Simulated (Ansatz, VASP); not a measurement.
# HfC: VASP beside Ansatz

The input INCAR:

```
SYSTEM = HfC
PREC = Accurate
ENCUT = 520
EDIFF = 1E-6
ISMEAR = -1
SIGMA = 0.05
LREAL = .FALSE.
LASPH = .TRUE.
NELM = 80
ALGO = Normal
ISIF = 2
LWAVE = .FALSE.
LCHARG = .FALSE.
GGA = PE
NBANDS = 14
```

Contents of KPOINTS:

```
regular mesh
0
G
  10 10 10
  0 0 0
```

POSCAR

```
HfC
1.0
    0.0000000000      2.3250000000      2.3250000000
    2.3250000000      0.0000000000      2.3250000000
    2.3250000000      2.3250000000      0.0000000000
Hf C
1 1
Direct
    0.5000000000      0.5000000000      0.5000000000
    0.0000000000      0.0000000000      0.0000000000
```

Contents of input.yaml:

```yaml
crystal:
  lattice:
    - [0.0, 2.325, 2.325]
    - [2.325, 0.0, 2.325]
    - [2.325, 2.325, 0.0]
  atoms:
    - { symbol: Hf, position: [0.5, 0.5, 0.5] }
    - { symbol: C, position: [0.0, 0.0, 0.0] }
kpoints:
  mp_grid: { grid: [10, 10, 10] }
  band_path:
    path:
      - [0.0, 0.0, 0.0]
      - [0.5, 0.0, 0.5]
      - [0.5, 0.25, 0.75]
      - [0.375, 0.375, 0.75]
      - [0.0, 0.0, 0.0]
      - [0.5, 0.5, 0.5]
      - [0.625, 0.25, 0.625]
      - [0.5, 0.25, 0.75]
    npoints: 8
scf:
  occupations: { method: fermi_dirac, width: 0.05 }
hamiltonian:
  xc: pbe
  pseudopotentials: { kind: all_electron, lapw: { basis_error: 0.001 } }
output:
  forces: true
  stress: true
  eigenvalues: true
```

Alike in both runs: functional PBE; k mesh 10 × 10 × 10; occupations fermi-dirac, width 0.05 eV; no spin polarisation.

|  | VASP | Ansatz |
| --- | --- | --- |
| version | VASP 6.6.1 | Ansatz 0.2.0 |
| potentials or method | VASP PAW PBE potentials, release 64 (Hf_pv, C) | all-electron LAPW, scalar-relativistic |
| plane-wave cutoff (eV) | 520 | see its input |
| task | single point | band structure |

|  | VASP | Ansatz | Ansatz less VASP |
| --- | --- | --- | --- |
| gap on the k mesh at the Fermi level (eV) | none | none | - |
| pressure (GPa) | -0.4 | 0.3 | +0.71 |

A gap of «none» marks a metal or a gap that the smearing closes. Ansatz ran all-electron here, so the differences hold the error of VASP's frozen core and of both bases.

Caveats: spin-orbit coupling is left out, which moves the levels of the heavy elements (Ansatz). The runs have no spin-orbit coupling, so splittings on Hf are missing.
